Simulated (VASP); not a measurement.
A run of VASP 6.6.1 is set up as follows.

INCAR

```
  PREC = Accurate
  ENCUT = 520
  EDIFF = 1E-6
  ISMEAR = -1
  SIGMA = 0.05
  LREAL = Auto
  LASPH = T
  NELM = 100
  ALGO = Normal
  ISIF = 2
  LWAVE = F
  LCHARG = T
  GGA = PE
  LELF = T
  LVHAR = T
  NBANDS = 50
```

File KPOINTS:

```
regular mesh
0
Gamma
  3 3 3
```

The input POSCAR:

```
Li8F7
1.0
    0.0000000000      3.9860861000      3.9860861000
    3.9860861000      0.0000000000      3.9860861000
    3.9860861000      3.9860861000      0.0000000000
Li F
8 7
Direct
    0.0359731316     -0.0212298475      0.0108218937
    0.0019170434      0.0233799516      0.4995211970
   -0.0322863071      0.5241948989     -0.0117812307
    0.0019159145      0.4795036916      0.4995213224
    0.5018482917      0.0504867419     -0.0005432647
    0.5132066766     -0.0212195617      0.5335700099
    0.5018282219      0.4525432855     -0.0005618293
    0.4906201098      0.5241871218      0.4653303901
    0.2477282164      0.2514255776      0.2537453970
    0.2427739832      0.2692011595      0.7403964505
    0.5019620625      0.7513706239     -0.0004264835
    0.2427874049      0.7519465021      0.7404036004
    0.7610668520      0.2336587762      0.2586798113
    0.7561257897      0.2514344836      0.7453287324
    0.7610787685      0.7509144120      0.2586854559
```

Potentials or basis: VASP PAW PBE potentials, release 64 (Li_sv, F).

Run with:

```sh
$ cat potpaw_PBE.64/Li_sv/POTCAR potpaw_PBE.64/F/POTCAR > POTCAR
$ mpirun -np 1 vasp_std > vasp.out
```

Task: Predict the band gap on the k mesh.

Result: None (metal or under the smearing width).

Task: Predict the largest force.

Result: 0.031 eV/Å.

Forces on the atoms (eV/Å):
```
Li   0.001 -0.002  0.000
Li   0.001 -0.003 -0.005
Li  -0.002  0.001  0.002
Li   0.002 -0.001  0.004
Li   0.018 -0.001  0.020
Li  -0.002 -0.001  0.002
Li  -0.018 -0.002 -0.025
Li   0.001  0.002  0.000
F    0.011  0.002 -0.011
F    0.005  0.011  0.007
F    0.002  0.001  0.001
F   -0.006  0.008 -0.006
F   -0.007 -0.006 -0.005
F   -0.010  0.001  0.009
F    0.005 -0.011  0.007
```

Caveat: the k mesh is coarse (spacing up to 0.46 Å⁻¹), so the values aren't converged; an odd number of electrons without spin polarisation forces a metal; a magnetic or distorted state may lie lower.
